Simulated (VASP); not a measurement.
Input of a VASP 6.6.1 run:

POSCAR

```
HfO2
1.0
    5.1180000000      0.0000000000      0.0000000000
    0.0000000000      5.1857000000      0.0000000000
   -0.8586630598      0.0000000000      5.2138671406
Hf O
4 8
Direct
    0.2755000000      0.0397000000      0.2080000000
    0.7245000000      0.5397000000      0.2920000000
    0.7245000000      0.9603000000      0.7920000000
    0.2755000000      0.4603000000      0.7080000000
    0.4487000000      0.7581000000      0.4801000000
    0.5513000000      0.2581000000      0.0199000000
    0.5513000000      0.2419000000      0.5199000000
    0.4487000000      0.7419000000      0.9801000000
    0.0742000000      0.3316000000      0.3467000000
    0.9258000000      0.8316000000      0.1533000000
    0.9258000000      0.6684000000      0.6533000000
    0.0742000000      0.1684000000      0.8467000000
```

INCAR.step1

```
PREC = Accurate
ENCUT = 520
EDIFF = 1E-5
ISMEAR = 0
SIGMA = 0.05
LREAL = False
LASPH = True
NELM = 100
ALGO = Normal
ISIF = 2
LWAVE = True
LCHARG = False
NBANDS = 56
GGA = PE
```

Contents of INCAR.step2:

```
PREC = Accurate
ENCUT = 520
EDIFF = 1E-6
ISMEAR = 0
SIGMA = 0.05
LREAL = False
LASPH = True
NELM = 100
ALGO = Normal
ISIF = 2
LWAVE = False
LCHARG = False
METAGGA = MBJ
NBANDS = 56
ISTART = 1
```

File KPOINTS:

```
Automatic mesh
0
Gamma
  4 4 4
```

Potentials or basis: VASP PAW PBE potentials, release 64 (Hf_pv, O).

The run is started by

```sh
$ cat potpaw_PBE.64/Hf_pv/POTCAR potpaw_PBE.64/O/POTCAR > POTCAR
$ cp INCAR.step1 INCAR
$ mpirun -np 1 vasp_std > vasp.out
$ cp INCAR.step2 INCAR
$ mpirun -np 1 vasp_std > vasp.out
```

(1) Estimate the band gap on the k mesh.

## Answers

(1) 5.74 eV, indirect (least direct gap 5.80 eV).

Caveat: spin-orbit coupling is left out, which moves the levels of the heavy elements.

**What was measured.**

“Temperature dependence of self-trapped exciton luminescence in nanostructured hafnia powder”, 2021, arxiv:2112.02602 quotes, for a bulk crystal of HfO2: band gap 5.54 eV (indirect).

A measured gap of HfO2 is 5.54 eV (indirect; quoted in “Temperature dependence of self-trapped exciton luminescence in nanostructured hafnia powder”, 2021, arxiv:2112.02602); the calculated 5.74 eV misses it by +0.20 eV. Spin-orbit coupling on Hf is left out. The value is that of TB-mBJ on a finite k mesh, which can miss the band edges, without temperature or zero-point motion.
